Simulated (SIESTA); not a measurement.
Crystal: Bi.

```
CELL_PARAMETERS angstrom
3.48860 -3.13258 0.00000
3.48860 3.13258 0.00000
-1.26023 0.00000 3.11355
ATOMIC_POSITIONS crystal
Bi 0.75306 0.75306 0.85738
Bi 0.24694 0.24694 0.14262
```

This isn't the form of Bi at room conditions, which is rhombohedral.

Base run:

```yaml
Program: SIESTA 5.4.2
Functional: PBEsol
Potentials_or_basis: PseudoDojo 0.4 standard (PBEsol files)
Basis: DZP (energy shift 0.003 Ry; two zetas on semicore shells)
Grid_cutoff: 500 Ry
Energy_shift: 0.003 Ry
k_mesh: 6 × 6 × 9
Occupations: fermi-dirac, width 0.05 eV
Spin: no spin polarisation
```

Its results: band gap on the k mesh none (metal or under the smearing width); pressure -1.9 GPa; largest force 0.029 eV/Å.

Problem. The run is repeated on the same cell with these changes: functional from PBEsol to LDA; potentials or basis from PseudoDojo 0.4 standard (PBEsol files) to PseudoDojo 0.4 standard (LDA files). What comes out?

Solution. Band gap on the k mesh none (metal or under the smearing width); pressure -3.1 GPa; largest force 0.064 eV/Å.

Caveats: spin-orbit coupling is left out, which moves the levels of the heavy elements; the basis of atomic orbitals isn't converged, which shifts pressures, moduli and gaps.

Not every run made on this cell is shown here.
